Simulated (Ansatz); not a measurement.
# Moving the functional in TiPt3

Space group Pm-3m (No. 221). a = 3.897 Å, b = 3.897 Å, c = 3.897 Å, α = 90.00°, β = 90.00°, γ = 90.00°
```tsv
atom	site	symmetry	x	y	z
Pt	3c	4/mm.m	0.5000	0.5000	0.0000
Ti	1a	m-3m	0.0000	0.0000	0.0000
```

Kept alike: task equation of state; k mesh 7 × 7 × 7; occupations fermi-dirac, width 0.05 eV; no spin polarisation. Program: Ansatz, Ansatz PAW. Cutoffs run from 420 to 500 eV. The mesh is that of the run's cell of 4 atoms. No spin-orbit coupling.

| functional | volume (Å³/atom) | bulk modulus (GPa) |
| --- | --- | --- |
| LDA | 14.523 | 283.1 |
| PBE | 15.383 | 235.4 |
| r2SCAN | 15.068 | 257.4 |

For a metal such a mesh leaves the last digits unconverged. Volume and modulus come from cells scaled at fixed shape and fractions. All rows use potentials made for PBE.

The volume runs from 14.523 (LDA) to 15.383 Å³/atom (PBE). From PBE: LDA -0.860; r2SCAN -0.315. The bulk modulus runs from 235.4 (PBE) to 283.1 GPa (LDA). From PBE: LDA +47.7; r2SCAN +22.0.
